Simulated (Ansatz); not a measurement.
# Dielectric response of BeS (110) films, part 2 of 4

Aim: the electronic and static ε of zincblende BeS (110) from films of three thicknesses in a field.

Ansatz 0.2.0; plane-wave DFT, PBEsol, Ansatz PAW (set soft_1); PAW set soft_1 (the session's first sound run).

So far. Step 2 (Relaxation, 10 atoms, units 5): The gap is 2.56 eV, with the valence edge 6.55 eV and the conduction edge 3.99 eV under the upper vacuum level. Step 3 (The relaxed film, single point, 10 atoms, units 5): The gap is 2.56 eV, with the valence edge 6.55 eV and the conduction edge 3.99 eV under the upper vacuum level.

## Step 4: Atoms held, 10 atoms, units 5, field 0.1 V/Å

A sawtooth potential applies the field, turning back in the middle of the vacuum. With the dipole correction the typed value is the field outside the slab. The induced dipole is small, so the SCF threshold is tight.

Input file input.yaml:

```yaml
crystal:
  lattice:
    - [3.44361002, 0.0, 0.0]
    - [0.0, 4.87, 0.0]
    - [0.0, 0.0, 24.8872200488]
  atoms:
    - { symbol: Be, position: [0.5, 0.5527433998, 0.3787817926] }
    - { symbol: S, position: [0.0, 0.7454396084, 0.3593753287] }
    - { symbol: Be, position: [0.0, -0.0169625205, 0.4292308551] }
    - { symbol: S, position: [0.5, 0.2323123172, 0.4313043791] }
    - { symbol: Be, position: [0.5, 0.4852950975, 0.5000000005] }
    - { symbol: S, position: [0.0, 0.7376390895, 0.4999999989] }
    - { symbol: Be, position: [0.0, -0.0169624653, 0.5707691441] }
    - { symbol: S, position: [0.5, 0.2323123654, 0.5686956191] }
    - { symbol: Be, position: [0.5, 0.5527434391, 0.6212182089] }
    - { symbol: S, position: [0.0, 0.7454396688, 0.640624673] }
kpoints:
  mp_grid: { grid: [8, 6, 1] }
hamiltonian:
  xc: pbesol
  pseudopotentials: { kind: paw, azcp: { folder: soft_1 }, xc_functional: pbe }
scf:
  occupations: { method: fixed }
  convergence: { dr2_threshold: 1.0e-10 }
efield:
  axis: 3
  dipole_correction: true
  ramp_position: 0.952
  ramp_width: 0.0959
  amplitude: 0.1
output:
  write_potential: true
  write_density: true
  volumetric_format: npy
```

Started as:

```bash
$ ansatz run input.yaml --threads 4 --pin off --max-ram 8192MiB --backend cpu --events-out ev --progress --plain --runs-dir out
```

Numbers of over 12 decimals in the logs are rounded to 6 here.

Output:

```text
[...]
Crystal: 10 atoms, lattice volume = 417.368 Å³
Basis set: ecut = 420 eV, 8097 PW (Γ)
Bands: 30, of which v1, the nominal top of the filled ones, is band 20 counted from 1 (19 counted from 0)
Symmetry: 2 space group operations
k-points: 20 of 48 (time reversal used)
[...]
SCF iter   1: F=—  HF=-4886.869977 eV  |F-HF|=—  |Δ(HF+E_count)|=         —  Δρ=2.74e-2  dr2=3.90e0  ethr=3.10e-3  p=0.082 e·Å  D=3.54e-2 V/Å  ΔV_dip=-0.88 eV  dr2_dipole=7.60e-4  V_vac-E_F(+/−)=9.00/7.70 eV  ⟨swp⟩=7.1  Hψ=3415  notcnv=0  defer=152
[...]
SCF iter  12: F=-4885.618512 eV  HF=-4885.618512 eV  |F-HF|=9.09e-12  |Δ(HF+E_count)|=  5.58e-10  Δρ=8.10e-8  dr2=3.65e-11  ethr=1.00e-12  p=0.070 e·Å  D=3.04e-2 V/Å  ΔV_dip=-0.76 eV  dr2_dipole=6.39e-12  V_vac-E_F(+/−)=7.23/5.80 eV  ⟨swp⟩=23.1  Hψ=5060  notcnv=0
SCF 1 converged in 12 iterations: F = -4885.618512 eV  dr2 = 3.65e-11
[...]
SCF converged after 12 iterations
[...]
Free energy (F): -4885.618512 eV
[...]
Internal energy: -4885.618512 eV  (E = F + TS)
E sigma→0 (E₀):  -4885.618512 eV
Fermi energy:    -2.553182 eV
Dipole field:    D = 0.030395 V/Å  (p = 0.070106 e·Å, saw-weighted, corrected)
Work function:   not extracted (applied field tilts the vacuum); planar V_es + V_field profile in the machine report
[...]
--- Band table (eV; the first three rows and the last of 20) ---
  k-point 0: bands = [... 16 lower, -2.9149, -2.8722, -2.6916, -2.5532, 0.8713, 2.0976, 2.1874, 2.6839, ... 6 higher]
  k-point 1: bands = [... 16 lower, -3.0302, -2.9691, -2.7926, -2.7058, 1.0506, 2.2159, 2.3271, 2.6382, ... 6 higher]
  k-point 2: bands = [... 16 lower, -3.3593, -3.3088, -3.1578, -2.7194, 1.4902, 2.3999, 2.4561, 2.8477, ... 6 higher]
  k-point 19: bands = [... 16 lower, -3.9400, -3.8802, -3.1523, -2.8968, 1.5437, 1.9801, 3.3805, 3.4594, ... 6 higher]
```

It took 8.1 s on 4 threads of Arm Neoverse V2, shared host; peak memory 0.76 GiB; 31 s of CPU time.

Numbers from this step:

```
gap on the k-mesh       : 2.553 eV
dipole along the normal : 0.07011 e·Å
```

The dipole is 0.0701 e·Å, and the gap on the mesh 2.553 eV.

## Step 5: Atoms held, 10 atoms, units 5, field -0.1 V/Å

input.yaml: that of step 4 with these lines changed.

```diff
@@ -29,3 +29,3 @@
   ramp_width: 0.0959
-  amplitude: 0.1
+  amplitude: -0.1
 output:
```

Output:

```text
[...]
Crystal: 10 atoms, lattice volume = 417.368 Å³
Basis set: ecut = 420 eV, 8097 PW (Γ)
Bands: 30, of which v1, the nominal top of the filled ones, is band 20 counted from 1 (19 counted from 0)
Symmetry: 2 space group operations
k-points: 20 of 48 (time reversal used)
[...]
k-point 0: bands = [... 16 lower, -2.9151, -2.8723, -2.6918, -2.5534, 0.8711, 2.0974, 2.1873, 2.6837, ... 6 higher]
  k-point 1: bands = [... 16 lower, -3.0304, -2.9693, -2.7928, -2.7060, 1.0504, 2.2157, 2.3270, 2.6380, ... 6 higher]
  k-point 2: bands = [... 16 lower, -3.3595, -3.3090, -3.1580, -2.7196, 1.4900, 2.3997, 2.4559, 2.8475, ... 6 higher]
  k-point 19: bands = [... 16 lower, -3.9401, -3.8804, -3.1525, -2.8970, 1.5435, 1.9799, 3.3803, 3.4592, ... 6 higher]
[key lines of the parts left out:]
SCF converged after 12 iterations
Free energy (F): -4885.618512 eV
Fermi energy:    -2.553355 eV
Dipole field:    D = -0.030395 V/Å  (p = -0.070106 e·Å, saw-weighted, corrected)
```

Elapsed: 8 s, on 4 threads; peak memory 0.76 GiB; 31 s of CPU time.

The dipole is -0.0701 e·Å, and the gap on the mesh 2.553 eV.

## Step 6: Response with the atoms held, 10 atoms, units 5

This step: plane-wave DFT, PBEsol, Ansatz PAW (set soft_1); response to a field along the normal, atoms held; PAW set soft_1 (Ansatz 0.2.0).

The two fields give this film's response with the atoms held: the electronic part.

Numbers from this step:

| Quantity | Value |
| --- | --- |
| equivalent conductor thickness p/(ε₀AE) | 7.564 Å |
| distance between the outer atoms | 7.000 Å |
| thickness | 8.609 Å |

Local field over the applied field, running mean. From the potentials at -0.1 and 0.1 V/Å; running mean over 1.722 Å, taken twice. Table of local field over applied field by z:

z (Å), local field over applied field and a bar from the least value:
```
      4.5      0.999 ##############################
      5.0      0.997 ##############################
      5.5      0.992 ##############################
      6.0      0.976 #############################
      6.5      0.936 ############################
      7.0      0.853 #########################
      7.5      0.722 ####################
      8.0      0.555 ##############
      8.5      0.389 ########
      9.0      0.261 ###
      9.5      0.190 #
     10.0      0.169 
     10.5      0.174 
     11.0      0.181 
     11.5      0.182 
     12.0      0.178 
     12.5      0.177 
     13.0      0.179 
     13.5      0.182 
     14.0      0.180 
     14.5      0.172 
     15.0      0.171 
     15.5      0.201 #
     16.0      0.285 ####
     16.5      0.424 #########
     17.0      0.595 ###############
     17.5      0.755 #####################
     18.0      0.876 ##########################
     18.5      0.948 ############################
     19.0      0.981 #############################
     19.5      0.994 ##############################
     20.0      0.998 ##############################
     20.5      0.999 ##############################
```

Electrons, planar mean, per unit field. Table of induced electron density by z:

```tsv
z (Å)	induced electron density (e/Å³ per V/Å)
4.5	2.7e-6
5.0	9.5e-6
5.5	3.2e-5
6.0	1.0e-4
6.5	3.1e-4
7.0	8.8e-4
7.5	0.00205
8.0	0.00310
8.5	0.00191
9.0	9.5e-4
9.5	5.9e-4
10.0	-7.7e-4
10.5	-6.8e-4
11.0	5.6e-4
11.5	4.2e-4
12.0	-6.3e-4
12.5	1.4e-4
13.0	5.0e-4
13.5	-6.4e-4
14.0	-3.1e-4
14.5	8.8e-4
15.0	5.2e-4
15.5	-8.4e-4
16.0	-9.6e-4
16.5	-0.00235
17.0	-0.00299
17.5	-0.00174
18.0	-7.0e-4
18.5	-2.5e-4
19.0	-8.0e-5
19.5	-2.4e-5
20.0	-7.2e-6
20.5	-2.0e-6
```

By hand: between -0.1 and 0.1 V/Å the dipole changes by 0.1402 e·Å, a slope of 0.7011 e·Å²/V. A perfect conductor of thickness t has p = ε₀AEt, so t = 180.95 × 0.7011 / 16.770 = 7.56 Å (e/ε₀ = 180.95 V·Å, A in Å²).

The induced dipole is that of a conductor 7.56 Å thick.

## Step 7: Field on, atoms free, 10 atoms, field 0.05 V/Å

This step: plane-wave DFT, PBEsol, Ansatz PAW (set soft_1); PAW set soft_1 (Ansatz 0.2.0).

Now the atoms may follow the field. A weak field makes forces of meV/Å to tens of meV/Å, so the force tolerance is set well below the usual one.

input.yaml: that of step 5 with these lines changed.

```diff
@@ -27,5 +27,8 @@
   dipole_correction: true
-  ramp_position: 0.952
-  ramp_width: 0.0959
-  amplitude: -0.1
+  ramp_position: 0.97
+  ramp_width: 0.06
+  amplitude: 0.05
+relax:
+  f_tol: 0.0006
+  max_steps: 70
 output:
```

Output:

```text
[...]
Crystal: 10 atoms, lattice volume = 417.368 Å³
Basis set: ecut = 420 eV, 8097 PW (Γ), exchange–correlation on 48×72×360 points (8 copies of the dense FFT grid, shifted against one another)
Bands: 30, of which v1, the nominal top of the filled ones, is band 20 counted from 1 (19 counted from 0)
Symmetry: 2 space group operations
k-points: 20 of 48 (time reversal used)
[...]
SCF iter   1: F=—  HF=-4886.866823 eV  |F-HF|=—  |Δ(HF+E_count)|=         —  Δρ=2.74e-2  dr2=3.90e0  ethr=3.10e-3  p=0.041 e·Å  D=1.77e-2 V/Å  ΔV_dip=-0.44 eV  dr2_dipole=1.90e-4  V_vac-E_F(+/−)=8.72/8.02 eV  ⟨swp⟩=7.0  Hψ=3378  notcnv=0  defer=154
[...]
SCF iter  12: F=-4885.615736 eV  HF=-4885.615736 eV  |F-HF|=3.18e-11  |Δ(HF+E_count)|=  5.50e-10  Δρ=7.78e-8  dr2=3.14e-11  ethr=1.00e-12  p=0.035 e·Å  D=1.52e-2 V/Å  ΔV_dip=-0.38 eV  dr2_dipole=2.97e-12  V_vac-E_F(+/−)=6.91/6.15 eV  ⟨swp⟩=8.8  Hψ=3493  notcnv=0
SCF 1 converged in 12 iterations: F = -4885.615736 eV  dr2 = 3.14e-11
[...]
relax step   1: F+E_penalty+E_count = -4885.61573575 eV  Δ(F+E_penalty+E_count) = +0.000e0 eV  max|allowed force component| = 1.635e-2 eV/Å  Δτ_max = 0.0000 Å  (12 SCF iters, accepted)
[...]
SCF iter   7: F=-4885.615780 eV  HF=-4885.615780 eV  |F-HF|=6.91e-11  |Δ(HF+E_count)|=  1.36e-10  Δρ=1.38e-7  dr2=6.78e-11  ethr=1.00e-12  p=0.036 e·Å  D=1.58e-2 V/Å  ΔV_dip=-0.39 eV  dr2_dipole=1.25e-12  V_vac-E_F(+/−)=6.90/6.16 eV  ⟨swp⟩=8.4  Hψ=3345  notcnv=0
SCF 2 converged in 7 iterations: F = -4885.615780 eV  dr2 = 6.78e-11
relax step   2: F+E_penalty+E_count = -4885.61577995 eV  Δ(F+E_penalty+E_count) = -4.421e-5 eV  max|allowed force component| = 7.292e-3 eV/Å  Δτ_max = 0.0014 Å  (7 SCF iters, accepted)
SCF iter   1: F=—  HF=-4885.615772 eV  |F-HF|=—  |Δ(HF+E_count)|=         —  Δρ=5.74e-5  dr2=2.45e-5  ethr=5.04e-7  p=0.036 e·Å  D=1.58e-2 V/Å  ΔV_dip=-0.39 eV  dr2_dipole=5.66e-6  V_vac-E_F(+/−)=6.90/6.16 eV  ⟨swp⟩=3.4  Hψ=1543  notcnv=0  defer=159
[...]
SCF iter   7: F=-4885.615791 eV  HF=-4885.615791 eV  |F-HF|=1.82e-11  |Δ(HF+E_count)|=  1.31e-10  Δρ=6.07e-8  dr2=1.42e-11  ethr=1.00e-12  p=0.037 e·Å  D=1.62e-2 V/Å  ΔV_dip=-0.40 eV  dr2_dipole=8.58e-15  V_vac-E_F(+/−)=6.90/6.16 eV  ⟨swp⟩=8.0  Hψ=3219  notcnv=0
SCF 3 converged in 7 iterations: F = -4885.615791 eV  dr2 = 1.42e-11
relax step   3: F+E_penalty+E_count = -4885.61579077 eV  Δ(F+E_penalty+E_count) = -1.082e-5 eV  max|allowed force component| = 1.656e-3 eV/Å  Δτ_max = 0.0013 Å  (7 SCF iters, accepted)
SCF iter   1: F=—  HF=-4885.615768 eV  |F-HF|=—  |Δ(HF+E_count)|=         —  Δρ=1.14e-5  dr2=5.27e-7  ethr=3.16e-8  p=0.037 e·Å  D=1.62e-2 V/Å  ΔV_dip=-0.40 eV  dr2_dipole=5.35e-10  V_vac-E_F(+/−)=6.90/6.16 eV  ⟨swp⟩=2.6  Hψ=1393  notcnv=0  defer=122
[...]
SCF iter   5: F=-4885.615791 eV  HF=-4885.615791 eV  |F-HF|=1.27e-11  |Δ(HF+E_count)|=  9.82e-11  Δρ=1.26e-7  dr2=5.66e-11  ethr=1.00e-12  p=0.037 e·Å  D=1.61e-2 V/Å  ΔV_dip=-0.40 eV  dr2_dipole=4.02e-12  V_vac-E_F(+/−)=6.90/6.16 eV  ⟨swp⟩=8.2  Hψ=3300  notcnv=0
SCF 4 converged in 5 iterations: F = -4885.615791 eV  dr2 = 5.66e-11
relax step   4: F+E_penalty+E_count = -4885.61579118 eV  Δ(F+E_penalty+E_count) = -4.042e-7 eV  max|allowed force component| = 4.442e-4 eV/Å  Δτ_max = 0.0003 Å  (5 SCF iters, accepted)
NSCF: frozen V_eff on 20 k-points
[...]
SCF converged after 5 iterations
[...]
Free energy (F): -4885.615791 eV
[...]
Internal energy: -4885.615791 eV  (E = F + TS)
E sigma→0 (E₀):  -4885.615791 eV
Fermi energy:    -2.555166 eV
Dipole field:    D = 0.016150 V/Å  (p = 0.037250 e·Å, saw-weighted, corrected)
Work function:   not extracted (applied field tilts the vacuum); planar V_es + V_field profile in the machine report
[...]
--- Forces (eV/Å), atoms counted from 1 ---
  atom   1  Be     0.00000000     0.00010876    -0.00013428
  atom   2  S     -0.00000000     0.00004028    -0.00002187
  atom   3  Be    -0.00000000    -0.00007890     0.00003985
  atom   4  S      0.00000000    -0.00025157     0.00003062
  atom   5  Be    -0.00000000    -0.00002527    -0.00018835
  atom   6  S      0.00000000     0.00009219     0.00044412
  atom   7  Be    -0.00000000     0.00003559     0.00005156
  atom   8  S      0.00000000     0.00022455    -0.00002528
  atom   9  Be     0.00000000    -0.00014403    -0.00017742
  atom  10  S     -0.00000000    -0.00000188    -0.00001949
  max |Σ_I F_I| component: 5.29e-7 eV/Å
--- Band table (eV; the first three rows and the last of 20) ---
  k-point 0: bands = [... 16 lower, -2.9138, -2.8669, -2.6985, -2.5552, 0.8724, 2.0977, 2.2009, 2.6829, ... 6 higher]
  k-point 1: bands = [... 16 lower, -3.0283, -2.9662, -2.7958, -2.7107, 1.0518, 2.2166, 2.3440, 2.6292, ... 6 higher]
  k-point 2: bands = [... 16 lower, -3.3492, -3.3250, -3.1557, -2.7235, 1.4920, 2.4233, 2.4403, 2.8457, ... 6 higher]
  k-point 19: bands = [... 16 lower, -3.9215, -3.8965, -3.1485, -2.9030, 1.5516, 1.9735, 3.3834, 3.4601, ... 6 higher]
--- Relaxed structure (4 steps of the walk, 4 accepted, 0 SCFs on fresh bases) ---
  F+E_penalty+E_count = -4885.61579118 eV   max|allowed force component| = 4.442e-4 eV/Å
  atoms:
    - { symbol: Be, position: [0.5, 0.552754, 0.378838] }
    - { symbol: S, position: [0, 0.745371, 0.359335] }
    - { symbol: Be, position: [0, -0.016981, 0.429246] }
    - { symbol: S, position: [0.5, 0.232249, 0.431291] }
    - { symbol: Be, position: [0.5, 0.485237, 0.500027] }
    - { symbol: S, position: [0, 0.737608, 0.499956] }
    - { symbol: Be, position: [0, -0.016930, 0.570777] }
    - { symbol: S, position: [0.5, 0.232369, 0.568677] }
    - { symbol: Be, position: [0.5, 0.552717, 0.621272] }
    - { symbol: S, position: [0, 0.745605, 0.640580] }
```

Elapsed: 17 s, on 4 threads; peak memory 0.72 GiB.

Hardly anything moved in the relaxation; the energy changed by under 0.2 meV an atom.

Numbers from this step:

| Quantity | Value |
| --- | --- |
| gap on the k-mesh | 2.558 eV |
| dipole along the normal | 0.03725 e·Å |

The relaxation took 4 steps and lowered the energy by 5.5e-5 eV; the largest force on the free atoms ends at 4.4e-4 eV/Å.

The dipole is 0.0373 e·Å, and the gap on the mesh 2.558 eV.

## Step 8: Field on, atoms free, 10 atoms, field -0.05 V/Å

The opposite sign, again from the field-free geometry; the difference of the two cancels what relaxes without a field.

input.yaml: that of step 7 with these lines changed.

```diff
@@ -29,3 +29,3 @@
   ramp_width: 0.06
-  amplitude: 0.05
+  amplitude: -0.05
 relax:
```

Output:

```text
[...]
Crystal: 10 atoms, lattice volume = 417.368 Å³
Basis set: ecut = 420 eV, 8097 PW (Γ), exchange–correlation on 48×72×360 points (8 copies of the dense FFT grid, shifted against one another)
Bands: 30, of which v1, the nominal top of the filled ones, is band 20 counted from 1 (19 counted from 0)
Symmetry: 2 space group operations
k-points: 20 of 48 (time reversal used)
[...]
- { symbol: S, position: [0, 0.745605, 0.359420] }
    - { symbol: Be, position: [0, -0.016930, 0.429223] }
    - { symbol: S, position: [0.5, 0.232369, 0.431323] }
    - { symbol: Be, position: [0.5, 0.485237, 0.499973] }
    - { symbol: S, position: [0, 0.737608, 0.500044] }
    - { symbol: Be, position: [0, -0.016981, 0.570754] }
    - { symbol: S, position: [0.5, 0.232249, 0.568709] }
    - { symbol: Be, position: [0.5, 0.552754, 0.621162] }
    - { symbol: S, position: [0, 0.745371, 0.640665] }
[key lines of the parts left out:]
SCF converged after 5 iterations
Free energy (F): -4885.615791 eV
Fermi energy:    -2.555166 eV
Dipole field:    D = -0.016150 V/Å  (p = -0.037250 e·Å, saw-weighted, corrected)
```

Run time: 17 s. Hardware: 4 threads; peak memory 0.71 GiB.

No atom moved by 0.005 Å in the relaxation.

The relaxation took 4 steps and lowered the energy by 5.5e-5 eV; the largest force on the free atoms ends at 4.4e-4 eV/Å.

The dipole is -0.0373 e·Å, and the gap on the mesh 2.558 eV.

## Step 9: Response with the atoms relaxed, 10 atoms, units 5

This step: plane-wave DFT, PBEsol, Ansatz PAW (set soft_1); response to a field along the normal, atoms relaxed; PAW set soft_1 (Ansatz 0.2.0).

The two relaxed runs give the static response.

This step gave:

| Quantity | Value |
| --- | --- |
| equivalent conductor thickness p/(ε₀AE) | 8.039 Å |
| distance between the outer atoms | 6.999 Å |

Local field over the applied field, running mean. From the potentials at -0.05 and 0.05 V/Å; running mean over 1.722 Å, taken twice. Local field over applied field against z:

```tsv
z (Å)	local field over applied field
5	0.997
6	0.973
7	0.820
8	0.565
9	0.237
10	0.0535
11	0.121
12	0.169
13	0.167
14	0.109
15	0.0544
16	0.278
17	0.601
18	0.843
19	0.979
20	0.998
```

The induced dipole is that of a conductor 8.04 Å thick.

## Step 10: Relaxation, 16 atoms, units 8

This step: plane-wave DFT, PBEsol, Ansatz PAW (set soft_1); PAW set soft_1 (Ansatz 0.2.0).

System of this step: BeS (110), 8 units. The cell holds 16 atoms: 8 Be and 8 S. Cell: a = 3.444 Å, b = 4.870 Å, c = 30.053 Å, α = 90.0°, β = 90.0°, γ = 90.0°. It derives from BeS (zincblende BeS). Vacuum lies along c.

The next thickness, treated alike, so that differences show the interior and the faces cancel.

Input file input.yaml:

```yaml
crystal:
  lattice:
    - [3.44361002, 0.0, 0.0]
    - [0.0, 4.87, 0.0]
    - [0.0, 0.0, 30.0526350853]
  atoms:
    - { symbol: Be, position: [0.5, 0.5, 0.299474571] }
    - { symbol: S, position: [0.0, 0.75, 0.299474571] }
    - { symbol: Be, position: [0.0, 0.0, 0.3567675507] }
    - { symbol: S, position: [0.5, 0.25, 0.3567675507] }
    - { symbol: Be, position: [0.5, 0.5, 0.4140605304] }
    - { symbol: S, position: [0.0, 0.75, 0.4140605304] }
    - { symbol: Be, position: [0.0, 0.0, 0.4713535101] }
    - { symbol: S, position: [0.5, 0.25, 0.4713535101] }
    - { symbol: Be, position: [0.5, 0.5, 0.5286464899] }
    - { symbol: S, position: [0.0, 0.75, 0.5286464899] }
    - { symbol: Be, position: [0.0, 0.0, 0.5859394696] }
    - { symbol: S, position: [0.5, 0.25, 0.5859394696] }
    - { symbol: Be, position: [0.5, 0.5, 0.6432324493] }
    - { symbol: S, position: [0.0, 0.75, 0.6432324493] }
    - { symbol: Be, position: [0.0, 0.0, 0.700525429] }
    - { symbol: S, position: [0.5, 0.25, 0.700525429] }
kpoints:
  mp_grid: { grid: [8, 6, 1] }
hamiltonian:
  xc: pbesol
  pseudopotentials: { kind: paw, azcp: { folder: soft_1 }, xc_functional: pbe }
scf:
  occupations: { method: fixed }
  convergence: { dr2_threshold: 1.0e-09 }
efield:
  axis: 3
  dipole_correction: true
  ramp_position: 0.97
  ramp_width: 0.06
relax:
  f_tol: 0.003
  max_steps: 100
output:
  write_potential: true
  write_density: true
  volumetric_format: npy
```

Output:

```text
[...]
Crystal: 16 atoms, lattice volume = 503.994 Å³
Basis set: ecut = 420 eV, 9775 PW (Γ), exchange–correlation on 48×72×432 points (8 copies of the dense FFT grid, shifted against one another)
Bands: 48, of which v1, the nominal top of the filled ones, is band 32 counted from 1 (31 counted from 0)
Symmetry: 2 space group operations
[...]
- { symbol: Be, position: [-1.2869607890741438e-18, -0.00880033, 0.584611] }
    - { symbol: S, position: [0.5, 0.241733, 0.585480] }
    - { symbol: Be, position: [0.5, 0.489144, 0.643908] }
    - { symbol: S, position: [-1.355751947672133e-18, 0.738137, 0.641833] }
    - { symbol: Be, position: [-1.46188802906623e-17, 0.058087, 0.685437] }
    - { symbol: S, position: [0.5, 0.250699, 0.701618] }
[key lines of the parts left out:]
SCF converged after 6 iterations
Free energy (F): -7817.946640 eV
Fermi energy:    -1.203030 eV
Dipole field:    D = -0.000000 V/Å  (p = -0.000001 e·Å, saw-weighted, corrected)
Work function:   Φ+ = 6.5051 eV   Φ− = 6.5051 eV
```

The job ended after 54 s (4 threads; peak memory 1 GiB; 3.5 min of CPU time).

The steps of the relaxation:

```tsv
step	energy less that of the first step (eV)	largest force component (eV/Å)
1	0.0000	1.6883
2	-0.7819	0.8980
3	-1.0952	0.3061
4	-1.1440	0.0442
5	-1.1459	0.0145
6	-1.1459	0.0017
```

Forces are held to the 2 operations that the run works with; a distortion that breaks them can't arise in this run.

The atoms that moved most (Å):

```tsv
atom	dx	dy	dz	length
Be1	0.000	0.283	0.453	0.534
Be15	0.000	0.283	-0.453	0.534
S14	0.000	-0.058	-0.042	0.071
S4	0.000	-0.058	0.042	0.071
Be11	0.000	-0.043	-0.040	0.059
Be5	0.000	-0.043	0.040	0.059
Be13	0.000	-0.053	0.020	0.057
Be3	0.000	-0.053	-0.020	0.057
```

The relaxation took 6 steps and lowered the energy by 1.1 eV; the largest force on the free atoms ends at 0.0017 eV/Å.

The gap is 2.72 eV, with the valence edge 6.51 eV and the conduction edge 3.78 eV under the upper vacuum level.

[end of part 2 of 4]

[Logs are printed without paths, hosts, clocks, repeated set-up lines and the standing remarks that a program may print on its own settings, such as how far it seeks lower states.]

[Hosts, paths, dates, database ids (printed as entryN), source tags and the programs' standing remarks are cut or masked in the printed files.]

[Maps of the electrostatic potential energy from Ansatz leave out the sawtooth potential of an applied field or a dipole correction, so their vacuum need not be flat; planar profiles and work functions include it.]
